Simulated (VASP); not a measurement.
# SiO2 (Cristobalite) (P4_12_12) in VASP: a series of runs

One crystal, SiO2 (Cristobalite), is run at these levels: r2SCAN, LDA; tasks: relaxation of cell and atoms.

Everything below comes from runs of VASP 6.6.1. Logs are shortened: lines on timing, memory, paths and dates and some standing lists are left out, and cuts for length are marked.

### Step 1. The crystal as given

It takes space group P4_12_12 (No. 92, tetragonal). Conventional cell: a = 4.982 Å, b = 4.982 Å, c = 6.963 Å, α = 90.00°, β = 90.00°, γ = 90.00°. Around Si (site symmetry 2) lie 4 O at 1.60 to 1.61 Å. O (site symmetry 1) is surrounded by 2 Si at 1.60 to 1.61 Å.

### Step 2. Relaxation of cell and atoms, r2SCAN

The input, INCAR:

```
SYSTEM = SiO2
PREC = Accurate
ENCUT = 600
EDIFF = 1E-6
ISMEAR = 0
SIGMA = 0.03
LREAL = .FALSE.
LASPH = .TRUE.
NELM = 80
ALGO = Normal
ISIF = 3
LWAVE = .FALSE.
LCHARG = .FALSE.
METAGGA = R2SCAN
LMIXTAU = .TRUE.
IBRION = 2
NSW = 90
EDIFFG = -0.01
KPAR = 4
```

The input, KPOINTS:

```
regular mesh
0
G
  6 6 4
  0 0 0
```

The input, POSCAR:

```
SiO2
1.0
    4.9820000000      0.0000000000      0.0000000000
    0.0000000000      4.9820000000      0.0000000000
    0.0000000000      0.0000000000      6.9630000000
Si O
4 8
Direct
    0.2989700000      0.2989700000      0.0000000000
    0.2010300000      0.7989700000      0.2500000000
    0.7010300000      0.7010300000      0.5000000000
    0.7989700000      0.2010300000      0.7500000000
    0.2398900000      0.1034700000      0.1781300000
    0.3965300000      0.7398900000      0.4281300000
    0.7601100000      0.8965300000      0.6781300000
    0.6034700000      0.2601100000      0.9281300000
    0.7398900000      0.3965300000      0.5718700000
    0.8965300000      0.7601100000      0.3218700000
    0.2601100000      0.6034700000      0.0718700000
    0.1034700000      0.2398900000      0.8218700000
```

Potentials or basis: VASP PAW PBE potentials, release 64 (Si, O).

Run with:

```console
$ cat potpaw_PBE.64/Si/POTCAR potpaw_PBE.64/O/POTCAR > POTCAR
$ mpirun -np 4 vasp_std > vasp.out
```

OUTCAR:

```text
SYSTEM = SiO2
   PREC = Accurate
   ENCUT = 600
   EDIFF = 1E-6
   ISMEAR = 0
   LREAL = .FALSE.
   LASPH = .TRUE.
   NELM = 80
   ISIF = 3
   METAGGA = R2SCAN
   IBRION = 2
   NSW = 90
   EDIFFG = -0.01

 ion  position               nearest neighbor table
   1  0.299  0.299  0.000-   5 1.60  12 1.60  11 1.61   8 1.61   2 3.08   4 3.08   2 3.08   4 3.08

   2  0.201  0.799  0.250-   6 1.60  11 1.60  10 1.61   5 1.61   1 3.08   3 3.08   1 3.08   3 3.08

   3  0.701  0.701  0.500-   7 1.60  10 1.60   9 1.61   6 1.61   2 3.08   4 3.08   4 3.08   2 3.08

   4  0.799  0.201  0.750-   8 1.60   9 1.60   7 1.61  12 1.61   1 3.08   3 3.08   3 3.08   1 3.08

   5  0.240  0.103  0.178-   1 1.60   2 1.61
   6  0.397  0.740  0.428-   2 1.60   3 1.61
   7  0.760  0.897  0.678-   3 1.60   4 1.61
   8  0.603  0.260  0.928-   4 1.60   1 1.61
   9  0.740  0.397  0.572-   4 1.60   3 1.61
  10  0.897  0.760  0.322-   3 1.60   2 1.61
  11  0.260  0.603  0.072-   2 1.60   1 1.61
  12  0.103  0.240  0.822-   1 1.60   4 1.61

  LATTYP: Found a simple tetragonal cell.
 ALAT       =     4.9820000000
 C/A-ratio  =     1.3976314733

  Lattice vectors:

 A1 = (   4.9820000000,   0.0000000000,   0.0000000000)
 A2 = (   0.0000000000,   4.9820000000,   0.0000000000)
 A3 = (   0.0000000000,   0.0000000000,   6.9630000000)

Analysis of symmetry for initial positions (statically):
=====================================================================
 Subroutine PRICEL returns:
 Original cell was already a primitive cell.

 Routine SETGRP: Setting up the symmetry group for a
 simple tetragonal supercell.

 Subroutine GETGRP returns: Found  8 space group operations
 (whereof  2 operations were pure point group operations)
 out of a pool of 16 trial point group operations.

The static configuration has the point symmetry C_2 .
 The point group associated with its full space group is D_4 .

Analysis of symmetry for dynamics (positions and initial velocities):
=====================================================================
 Subroutine PRICEL returns:
 Original cell was already a primitive cell.

 Routine SETGRP: Setting up the symmetry group for a
[... 144 lines left out ...]
   IALGO  =     38    algorithm
   IMIX   =      4    mixing-type and parameters
     AMIX     =   0.40;   BMIX     =  1.00
     AMIX_MAG =   1.60;   BMIX_MAG =  1.00
  volume/ion in A,a.u.               =      14.40        97.19
  Fermi-wavevector in a.u.,A,eV,Ry     =   1.175620  2.221599 18.804365  1.382082
  Thomas-Fermi vector in A             =   2.311997
   LORBIT       =      0    0 simple, 1 ext, 2 COOP (PROOUT), +10 PAW based schemes
   METAGGA = R2SCAN    functional components
   LHFCALC =     F    Hartree Fock is set to
   AEXX    =    0.0000 exact exchange contribution
   IVDW    =     0    specifies the selected vdW correction
   LEPSILON=     F    determine dielectric tensor
   LRPA    =     F    only Hartree local field effects (RPA)
 conjugate gradient relaxation of ions
 non-spin polarized calculation
 Gauss-broadening in eV      SIGMA  =   0.03
  energy-cutoff  :      600.00
  volume of cell :      172.82
 maximum number of plane-waves:      5796
 NGX is ok and might be reduce to    40
   NGX = 19   NGY = 19   NGZ = 27

--------------------------------------- Ionic step        1  -------------------------------------------

 number of electron      63.9999987 magnetization

 Free energy of the ion-electron system (eV)
  ---------------------------------------------------
  ext. energy  EPLUGINS =         0.00000000
  ---------------------------------------------------
  free energy    TOTEN  =      -119.18976544 eV

  energy without entropy =     -119.18976544  energy(sigma->0) =     -119.18976544

------------------------ aborting loop because EDIFF is reached ----------------------------------------

  FORCE on cell =-STRESS in cart. coord.  units (eV):
  Direction    XX          YY          ZZ          XY          YZ          ZX
  --------------------------------------------------------------------------------------
  -------------------------------------------------------------------------------------
  Total        1.6506502      1.6506502      2.0560272      0.0000000      0.0000000      0.0000000
  in kB       15.3024786     15.3024786     19.0605572      0.0000000      0.0000000      0.0000000
  external PRESSURE =      16.5551715 kB  Pullay stress =       0.0000000 kB
[... 119 lines left out ...]
  FREE ENERGIE OF THE ION-ELECTRON SYSTEM (eV)
  ---------------------------------------------------
  free  energy   TOTEN  =      -119.1993976379 eV

  energy  without entropy=     -119.1993976379  energy(sigma->0) =     -119.19939764

[... ionic steps 4 to 30 ...]

--------------------------------------- Ionic step       31  -------------------------------------------

 number of electron      63.9999994 magnetization

------------------------ aborting loop because EDIFF is reached ----------------------------------------
[... 87 lines left out ...]
--------------------------------------- Ionic step       33  -------------------------------------------

 number of electron      63.9999993 magnetization

 Free energy of the ion-electron system (eV)
  ---------------------------------------------------
  ext. energy  EPLUGINS =         0.00000000
  ---------------------------------------------------
  free energy    TOTEN  =      -119.20530876 eV

  energy without entropy =     -119.20530876  energy(sigma->0) =     -119.20530876

 E-fermi :  -0.1083     XC(G=0):  -8.9336

 val. band max:       -0.2601584121   @ k =   0.0000   0.0000   0.0000
 cond. band min:       6.1035084382   @ k =   0.0000   0.0000   0.0000
 fundamental gap:      6.3636668503
 Fermi energy:        -0.1082523804

 k-point     1 :       0.0000    0.0000    0.0000
  band No.  band energies     occupation
      1     -20.7119      2.00000
      2     -19.8070      2.00000
      3     -19.8070      2.00000
      4     -18.6740      2.00000
      5     -18.6270      2.00000
      6     -18.6208      2.00000
[... 997 lines left out ...]
     38       9.8764      0.00000
     39      10.8957      0.00000

 [... further k-points ...]

------------------------ aborting loop because EDIFF is reached ----------------------------------------

  FORCE on cell =-STRESS in cart. coord.  units (eV):
  Direction    XX          YY          ZZ          XY          YZ          ZX
  --------------------------------------------------------------------------------------
  -------------------------------------------------------------------------------------
  Total       -0.0363365     -0.0363365      0.0349340      0.0000000      0.0000000     -0.0000000
  in kB       -0.3419601     -0.3419601      0.3287614      0.0000000      0.0000000     -0.0000000
  external PRESSURE =      -0.1183863 kB  Pullay stress =       0.0000000 kB
[... 27 lines left out ...]
  FREE ENERGIE OF THE ION-ELECTRON SYSTEM (eV)
  ---------------------------------------------------
  free  energy   TOTEN  =      -119.2053087550 eV

  energy  without entropy=     -119.2053087550  energy(sigma->0) =     -119.20530876

 reached required accuracy - stopping structural energy minimisation
```

Run time: 48 min. Hardware: 4 MPI ranks of Intel Xeon Platinum 8559C (Emerald Rapids), shared host; peak memory 0.43 GiB.

Results:

| Quantity | Value |
| --- | --- |
| Free energy | -119.2053 eV |
| Relaxed volume | 14.19 Å³/atom |
| Relaxed cell | a = 4.971 Å, b = 4.971 Å, c = 6.890 Å, α = 90.00°, β = 90.00°, γ = 90.00° |
| Space group after relaxing (to 0.05 Å) | P4_12_12 (No. 92) |
| Energy gained by relaxing | 1.3 meV/atom |
| Ionic steps | 33 |
| Pressure after relaxing | 0.0 GPa |
| Largest force after relaxing | 0.009 eV/Å |
| Band gap on the k mesh | 6.36 eV, direct |

Forces in eV/Å, atoms in the order of the input:
```
Si   0.007  0.007  0.000
Si  -0.007  0.007  0.000
Si  -0.007 -0.007  0.000
Si   0.007 -0.007  0.000
O   -0.003 -0.005  0.001
O    0.005 -0.003  0.001
O    0.003  0.005  0.001
O   -0.005  0.003  0.001
O   -0.003  0.005 -0.001
O    0.005  0.003 -0.001
O    0.003 -0.005 -0.001
O   -0.005 -0.003 -0.001
```

Step by step:
```tsv
step	energy change (eV)	largest force (eV/Å)	pressure (GPa)	volume (Å³)
1	0.0000	0.1994	1.66	172.82
2	0.0292	0.5332	-2.43	176.57
3	-0.0096	0.0911	0.25	174.05
4	-0.0074	0.1953	-0.72	174.93
5	-0.0106	0.0400	-0.10	174.36
6	-0.0110	0.0335	-0.03	174.28
7	-0.0113	0.0377	0.07	174.15
8	-0.0114	0.0441	-0.04	174.20
9	-0.0115	0.0261	0.00	174.18
10	-0.0116	0.0162	-0.10	174.20
11	-0.0117	0.0114	-0.16	174.21
12	-0.0117	0.0138	-0.28	174.23
13	-0.0117	0.0106	-0.22	174.22
14	-0.0118	0.0104	-0.20	174.16
15	-0.0121	0.0142	-0.16	173.99
16	-0.0124	0.0270	-0.07	173.64
17	-0.0125	0.0535	0.11	172.94
18	-0.0126	0.0441	0.05	173.19
19	-0.0128	0.0458	0.01	173.04
20	-0.0128	0.0543	0.01	173.01
21	-0.0130	0.0504	-0.01	172.93
22	-0.0134	0.0388	-0.08	172.71
23	-0.0140	0.0220	-0.22	172.27
24	-0.0137	0.0505	-0.51	171.38
25	-0.0141	0.0228	-0.31	171.97
26	-0.0144	0.0197	-0.21	171.69
27	-0.0148	0.0228	0.05	170.95
28	-0.0149	0.0226	0.04	170.90
29	-0.0151	0.0248	0.02	170.74
30	-0.0154	0.0382	-0.04	170.44
31	-0.0155	0.0190	-0.03	170.37
32	-0.0155	0.0103	-0.02	170.28
33	-0.0155	0.0093	-0.01	170.25
```

Final structure:
```
Si O
1.0
     4.97087    0.00000    0.00000
     0.00000    4.97087    0.00000
     0.00000    0.00000    6.88991
Si O
4 8
Direct
  0.30397 0.30397 0.00000
  0.19603 0.80397 0.25000
  0.69603 0.69603 0.50000
  0.80397 0.19603 0.75000
  0.23772 0.11176 0.18257
  0.38824 0.73772 0.43257
  0.76228 0.88824 0.68257
  0.61176 0.26228 0.93257
  0.73772 0.38824 0.56743
  0.88824 0.76228 0.31743
  0.26228 0.61176 0.06743
  0.11176 0.23772 0.81743
```

Caveat: the PAW data sets were made with another functional, which shifts forces and pressure a little. A k mesh can miss the band edges.

(Continued in part 2 of 2.)
